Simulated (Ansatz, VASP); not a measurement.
**LiCl: VASP beside Ansatz**

```
Li Cl
1.0
     0.00000    2.60323    2.64170
     2.60323    0.00000    2.64170
     2.60323    2.60323    0.00000
Li Cl
1 1
Direct
  0.00000 0.00000 0.00000
  0.50000 0.50000 0.50000
```

Change from the starting cell: strain +0.015 along x and y, +0.030 along z, atoms carried along.

Alike in both runs: task single point; functional PBE; k mesh 8 × 8 × 8; occupations gaussian, width 0.05 eV; no spin polarisation.

|  | VASP | Ansatz |
| --- | --- | --- |
| version | VASP 6.6.1 | Ansatz 0.2.0 |
| potentials or method | VASP PAW PBE potentials, release 64 (Li_sv, Cl) | scalar-relativistic, plane waves, PAW |
| plane-wave cutoff (eV) | 520 | 420 |
| valence electrons in the cell | 10 | 10 |

Ansatz gave:

| Quantity | Value |
| --- | --- |
| gap on the k mesh at the Fermi level (eV) | 5.98 |
| least direct gap on the mesh (eV) | 5.98 |

Question: Which values does VASP return?

Answer: gap on the k mesh at the Fermi level (eV): 5.99; least direct gap on the mesh (eV): 5.99.

 A k mesh can miss the band edges.
